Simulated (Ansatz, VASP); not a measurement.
# NiO in VASP and in Ansatz

File INCAR:

```
SYSTEM = NiO
PREC = Accurate
ENCUT = 520
EDIFF = 1E-6
ISMEAR = 0
SIGMA = 0.05
LREAL = .False.
LASPH = .True.
NELM = 80
ALGO = Normal
ISIF = 2
LWAVE = .False.
LCHARG = .False.
GGA = PE
NBANDS = 15
```

KPOINTS

```
regular mesh
0
Gamma
  14 14 14
  0 0 0
```

Contents of POSCAR:

```
NiO
1.0
    0.0000000000      2.0515235726      2.0515235726
    2.0515235726      0.0000000000      2.0515235726
    2.0515235726      2.0515235726      0.0000000000
Ni O
1 1
Direct
    0.0000000000      0.0000000000      0.0000000000
    0.5000000000      0.5000000000      0.5000000000
```

Input for Ansatz:

```yaml
crystal:
  lattice:
    - [0.0, 2.0515235726, 2.0515235726]
    - [2.0515235726, 0.0, 2.0515235726]
    - [2.0515235726, 2.0515235726, 0.0]
  atoms:
    - { symbol: Ni, position: [0.0, 0.0, 0.0] }
    - { symbol: O, position: [0.5, 0.5, 0.5] }
basis:
  ecutwfc: 420
  ecutrho_ratio: 4
kpoints:
  mp_grid: { grid: [14, 14, 14] }
hamiltonian:
  xc: pbe
scf:
  occupations: { method: gaussian, width: 0.05 }
output:
  forces: true
  stress: true
  eigenvalues: true
```

Alike in both runs: task single point; functional PBE; k mesh 14 × 14 × 14; occupations gaussian, width 0.05 eV; no spin polarisation.

|  | VASP | Ansatz |
| --- | --- | --- |
| version | VASP 6.6.1 | Ansatz 0.2.0 |
| potentials or method | VASP PAW PBE potentials, release 64 (Ni, O) | scalar-relativistic, plane waves, PAW |
| plane-wave cutoff (eV) | 520 | 420 |
| valence electrons in the cell | 16 | 24 |

|  | VASP | Ansatz | Ansatz less VASP |
| --- | --- | --- | --- |
| gap on the k mesh at the Fermi level (eV) | none | none | - |
| pressure (GPa) | 9.4 | 9.2 | -0.21 |

A gap of «none» marks a metal or a gap that the smearing closes. The functional is the same, so the differences come from potentials, cutoffs and numerics. The two sets of potentials don't hold the same shells in valence.

Caveats: the run has no spin polarisation, though such a crystal can be magnetic; semilocal functionals often make such compounds metallic where correlation or magnetic order opens a gap, which also shifts bond lengths. Spin polarisation is off, so any magnetic state and its effect on volume and gap are missing.
